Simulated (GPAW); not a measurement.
Wanted: an ASE script for a GPAW 26.7.0 run.

| Quantity | Value |
| --- | --- |
| Task | single point |
| Functional | PBE |
| Potentials or basis | GPAW PAW data sets (gpaw-data 1.2.1) |
| Cutoff | 600 eV |
| Basis | pw |
| k mesh | 12 × 12 × 11 |
| Occupations | gaussian, width 0.028 eV |
| Spin | no spin polarisation |
| Maxiter | 150 |

The structure of Si lies in POSCAR:

```
Si
1.0
    2.6205428149      0.0000000000      0.0000000000
   -1.3102714075      2.2694566494      0.0000000000
    0.0000000000      0.0000000000      2.4663543900
Si
1
Direct
    0.0000000000      0.0000000000      0.0000000000
```

This isn't the form of Si at room conditions, which is diamond.

The input as run:

run.py

```python
from ase.dft.bandgap import bandgap
from ase.io import read, write
from ase.units import GPa
from gpaw import GPAW, PW

atoms = read('POSCAR')

calc = GPAW(mode=PW(600),
            xc='PBE',
            kpts={'size': (12, 12, 11), 'gamma': True},
            occupations={'name': 'methfessel-paxton', 'order': 0, 'width': 0.028000000000000004},
            nbands=8,
            convergence={'density': 1e-05, 'energy': 1e-05},
            maxiter=150,
            txt='gpaw.txt')
atoms.calc = calc
energy = atoms.get_potential_energy()
forces = atoms.get_forces()
stress = atoms.get_stress()
calc.write('gs.gpw')
write('result.traj', atoms)
print(f'Energy: {energy:.6f} eV')
print('Forces (eV/A):')
print(forces.round(4))
print('Stress (GPa):', (stress / GPa).round(3))
print('Fermi level:', round(calc.get_fermi_level(), 4), 'eV')
print(f'Gap: {bandgap(calc)[0]:.4f} eV, direct: {bandgap(calc, direct=True)[0]:.4f} eV')
```

Potentials or basis: GPAW PAW data sets (gpaw-data 1.2.1), pw.

The run is started by

```bash
$ OMP_NUM_THREADS=1 python run.py
```

Results of the run:

The pressure is 3.6 GPa. The band gap on the k mesh is none (metal or under the smearing width).

Wall time 6 s on 1 thread of Arm Neoverse V2, with other jobs on the host, peak memory 0.13 GiB.
